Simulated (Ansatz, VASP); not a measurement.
Two plane-wave programs on NaHF2

The input INCAR:

```
ALGO     = Normal         # electronic algorithm
EDIFF    = 1E-6           # SCF threshold, eV
ENCUT    = 520            # plane-wave cutoff, eV
GGA      = PS             # functional
ISIF     = 2              # what is computed and relaxed
ISMEAR   = 0              # smearing method
LASPH    = True           # aspherical terms in the spheres
LCHARG   = False          # write CHGCAR
LREAL    = False          # projectors in reciprocal space
LWAVE    = False          # write WAVECAR
NBANDS   = 19             # bands
NELM     = 80             # most SCF steps
PREC     = Accurate       # precision mode
SIGMA    = 0.05           # smearing width, eV
```

Contents of KPOINTS:

```
k-points
0
Gamma
  9 9 9
```

The input POSCAR:

```
NaHF2
1.0
    1.8148674780      1.0478142270      4.8708142337
   -1.8148674780      1.0478142270      4.8708142337
    0.0000000000     -2.0956284539      4.8708142337
Na H F
1 1 2
Direct
    0.0000000000      0.0000000000      0.0000000000
    0.5000000000      0.5000000000      0.5000000000
    0.4100000000      0.4100000000      0.4100000000
    0.5900000000      0.5900000000      0.5900000000
```

Input for Ansatz:

```yaml
crystal:
  lattice:
    - [1.814867478, 1.047814227, 4.8708142337]
    - [-1.814867478, 1.047814227, 4.8708142337]
    - [0.0, -2.0956284539, 4.8708142337]
  atoms:
    - { symbol: Na, position: [0.0, 0.0, 0.0] }
    - { symbol: H, position: [0.5, 0.5, 0.5] }
    - { symbol: F, position: [0.41, 0.41, 0.41] }
    - { symbol: F, position: [0.59, 0.59, 0.59] }
basis:
  ecutwfc: 420
kpoints:
  mp_grid: { grid: [9, 9, 9] }
hamiltonian:
  xc: pbesol
scf:
  occupations: { method: gaussian, width: 0.05 }
output:
  forces: true
  stress: true
  eigenvalues: true
```

Change from the starting cell: strain +0.050 along x and y, +0.050 along z, atoms carried along.

Alike in both runs: task single point; functional PBEsol; k mesh 9 × 9 × 9; occupations gaussian, width 0.05 eV; no spin polarisation.

|  | VASP | Ansatz |
| --- | --- | --- |
| version | VASP 6.6.1 | Ansatz 0.2.0 |
| potentials or method | VASP PAW PBE potentials, release 64 (Na_pv, H, F) | scalar-relativistic, plane waves, PAW |
| plane-wave cutoff (eV) | 520 | 420 |
| valence electrons in the cell | 22 | 24 |

```tsv
	VASP	Ansatz	Ansatz less VASP
gap on the k mesh at the Fermi level (eV)	6.09	6.11	+0.024
least direct gap on the mesh (eV)	6.32	6.35	+0.023
pressure (GPa)	-8.4	-8.2	+0.15
largest component of the traceless stress (GPa)	12.66	12.79	+0.136
rms of the force components (eV/Å)	1.044	1.050	+0.0053
```

Atom by atom the forces differ by 0.005 eV/Å (rms over components). With one functional, cell and mesh, what is left measures potentials, basis and numerics. The two sets of potentials don't hold the same shells in valence.

Caveats: the PAW data sets were made with another functional, which shifts forces and pressure a little (VASP); an odd mesh through Γ misses points on the zone boundary, where band edges often lie.
